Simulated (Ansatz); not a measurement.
Here is an Ansatz 0.2.0 calculation.

input.yaml

```yaml
crystal:
  lattice:
    - [2.3059043427, 1.331314493, 1.6909537039]
    - [-2.3059043427, 1.331314493, 1.6909537039]
    - [0.0, -2.662628986, 1.6909537039]
  atoms:
    - { symbol: Te, position: [0.5, 0.5, 0.5] }
kpoints:
  mp_grid: { grid: [9, 9, 9] }
  band_path:
    path:
      - [0.0, 0.0, 0.0]
      - [0.4677709699, -0.5322290301, 0.4677709699]
      - [0.5, -0.5, 0.5]
      - [0.4355419398, 0.4355419398, 0.4355419398]
      - [0.0, 0.0, 0.0]
      - [0.5, -0.5, 0.0]
      - [0.5322290301, -0.4677709699, -0.4677709699]
      - [0.5644580602, -0.4355419398, -0.4355419398]
    npoints: 12
scf:
  occupations: { method: fermi_dirac, width: 0.05 }
hamiltonian:
  xc: pbesol
  pseudopotentials:
    kind: all_electron
    lapw: { basis_error: 0.001 }
    relativity: none
output:
  forces: true
  stress: true
  eigenvalues: true
```

Potentials or basis: all-electron LAPW, non-relativistic.

Launch:

```bash
$ ansatz run input.yaml --threads 1 --pin off --max-ram 3072MiB --backend cpu --events-out ev --progress --plain --runs-dir out
```

Question: What does it give for the pressure?

Answer: 0.7 GPa.

Question: What does it give for the band gap along the path?

Answer: None (metal or under the smearing width).

Stress tensor (GPa, compression positive):
```
0.92 0.00 0.00
0.00 0.92 0.00
0.00 0.00 0.33
```

Caveat: relativity is left out, which matters for the heavier elements; spin-orbit coupling is left out, which moves the levels of the heavy elements.
